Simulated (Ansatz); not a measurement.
## VN(001): from terraces to steps

Computed with DFT PBE, scalar-relativistic, plane waves, PAW (Ansatz).

Cutoff 420 eV, Γ-centred meshes of like density (3×8×1 for the 36-atom cell), Gaussian smearing of 0.10 eV, energies at zero smearing and 0 K, each start's symmetry kept, no spin polarisation.

A (001) slab of relaxed bulk VN (Fm-3m, 8.72 Å³/atom, gap on the mesh 0.00 eV), 3 planes in a 3×1 cell with the lowest 1 held; added atoms sit on lattice sites of the next plane. A dipole correction is on. The surface energy is the mean of the held and the free face; step energies are per length and the mean of the stripe's two steps, which run along the cube edge; step and island energies count from the flat slab and bulk atoms.

The flat slab gives a surface energy of 1.16 J/m² (72.6 meV/Å²); planes follow at h = 2.06 Å, and an atom takes 4.24 Å² of its plane.

**Question.** Estimate the step energy β from the surface energy and compare with the stripes.

**Answer.** A step opens a strip of height h, so a first guess is γh = 72.6 × 2.06 = 150 meV/Å. Computed: 54 meV/Å for the stripe 1 surface cells wide, 37 meV/Å for the stripe 1.5 surface cells wide, 0.36 and 0.25 of the guess. The step costs less than a free strip of the same face. The two widths differ by 17 meV/Å (before rounding), from step–step interaction and confinement in so narrow a cell, or from the k mesh, which in a metal moves β by several meV/Å. A vicinal face tilted by θ holds tan θ/h steps per length, so its energy per terrace area is γ + (β/h) tan θ for far-apart steps, with β/h = 0.29 J/m² from the wider stripe and 0.42 from the narrower, so β isn't converged with width.

Slabs of three or four planes are thin, so both faces still feel each other.

Small energy differences in metals hang on the k mesh (about 10 mJ/m² or 1 to 2 meV/atom on the mesh of the relaxation).